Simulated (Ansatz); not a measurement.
# ScAl₃: stationary points along a deformation path

Theory: DFT PBE, scalar-relativistic, plane waves, PAW in Ansatz. Cutoff 420 eV, Γ-centred 14×14×14 k-points, Gaussian smearing of 0.15 eV. No spin polarisation. Energies are free energies at this smearing, counted from the undisturbed cell; pressure is positive in compression.

Zero of the scan (relaxed at this level; it needn't be the usual structure):

```
Sc Al
1.0
     4.10533    0.00000    0.00000
     0.00000    4.10533    0.00000
     0.00000    0.00000    4.10533
Sc Al
1 3
Direct
  0.00000 0.00000 0.00000
  0.50000 0.00000 0.50000
  0.00000 0.50000 0.50000
  0.50000 0.50000 0.00000
```

At fixed volume and fractional coordinates, lengths along (0.577, 0.577, 0.577) are scaled against those across it; ρ is that ratio over its starting value. V = 17.298 Å³/atom. Δσ is the stress along the axis less the mean stress across it (compression positive).

| ρ | ΔE (meV/atom) | Δσ (GPa) | space group |
| --- | --- | --- | --- |
| 0.500 | 1103.6 | 0.00 | Im-3m |
| 0.600 | 914.9 | 27.31 | R-3m |
| 0.710 | 528.4 | 34.22 | R-3m |
| 0.850 | 131.6 | 22.13 | R-3m |
| 0.930 | 26.7 | 10.21 | R-3m |
| 1.000 | 0.0 | 0.00 | Pm-3m |
| 1.080 | 30.8 | -11.17 | R-3m |
| 1.200 | 173.2 | -26.54 | R-3m |
| 1.410 | 622.5 | -51.56 | R-3m |
| 1.700 | 1519.8 | -81.90 | R-3m |
| 2.000 | 2628.2 | -107.54 | R-3m |

How does the stress give the slope of the energy, and where is the energy stationary?

Along the path d ln(length) is 2/3 d ln ρ on the axis and −1/3 d ln ρ across it, so dE/d ln ρ = −(2/3) V Δσ: the energy falls with ρ where Δσ is positive. Δσ vanishes or changes sign at ρ = 0.500 (Im-3m, an end of the scan), at 1103.6 meV/atom; at ρ = 1.000 (Pm-3m), a minimum at 0.0 meV/atom. Pairs of stationary points between two samples would go unseen, and could change a minimum read from distant neighbours into a maximum. At ρ = 0.500, 1.000 the cell is cubic, where symmetry alone makes the stress isotropic and the slope zero.

Which shear constant sets the curvature at ρ = 1?

For a cubic crystal E/V = (2/3) C (ln ρ)² with C = C44, so Δσ = −2C ln ρ. The parabola of Δσ against ln ρ through ρ = 0.930, 1 and 1.080 gives C ≈ 71 GPa with the ions clamped, rough because the steps are large.

In a metal these slopes depend on the k mesh and the smearing.

Cost: 11 runs of about 2.2 core-minutes in all, on Arm Neoverse V2 (shared hosts).